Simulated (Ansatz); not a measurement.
# InPd: tetragonal deformation path

Computed with Ansatz, DFT PBE, scalar-relativistic, plane waves, PAW. The runs took a 420 eV cutoff, a Γ-centred 16×16×16 mesh and Gaussian smearing (0.15 eV). No spin polarisation. Energies are free energies at this smearing, counted from the undisturbed cell; pressure is positive in compression.

Reference structure (as given, not relaxed at this level; it stands at 3.7 GPa, and it needn't be the usual structure):

```
In Pd
1.0
     3.27188    0.00000    0.00000
     0.00000    3.27188    0.00000
     0.00000    0.00000    3.27188
In Pd
1 1
Direct
  0.00000 0.00000 0.00000
  0.50000 0.50000 0.50000
```

At fixed volume and fractional coordinates, lengths along (0.000, 0.000, 1.000) are scaled against those across it; ρ is that ratio over its starting value. The cell is metallic on the mesh throughout.

Task: Over the sampled range (0.707 to 1.414), is the undisturbed cell the lowest point?

Result: Yes, every other sampled point lies higher.

The scan:

```tsv
ρ	ΔE (meV/atom)
0.707	364.5
0.850	44.4
1.000	0.0
1.200	30.3
1.414	116.0
```